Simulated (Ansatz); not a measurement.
## SiGe: how the free axis answers a strain

SiGe, P6_3mc, a = 3.904 Å, c = 6.454 Å. The structure is a Materials Project entry; whether it is the stable form wasn't checked. Ansatz: r2SCAN, PAW, 500 eV, Γ-centred 12×12×4 mesh on 4 atoms, Gaussian smearing 0.02 eV; no spin polarisation. Series: uniaxial strain along c, with a, b and atoms relaxed; x is the strain in per cent. y is the change of a in per cent of 3.904 Å.

```tsv
x (%)	y (%)
-3.0	?
-2.0	0.24
-1.0	0.11
0.0	0.00
1.0	-0.11
2.0	-0.23
```

Problem. Fit y = c1 x + c2 x² to the other rows, say what c1 measures, and predict the missing y.

Solution. Least squares on the rows shown. y = −0.1160 x + 0.001176 x². So −c1 = 0.116 is Poisson's ratio for this pair of axes. With a term in x³ added, the coefficient of x becomes -0.1075, 7 % less, which shows how far this figure hangs on the form. At x = -3.0 the fit asked for gives 0.36 %. The run gave 0.38 %, so the fit is 0.02 % too low, a small miss on the scale of the series. The form still works here, 25 % of the fitted range beyond its end.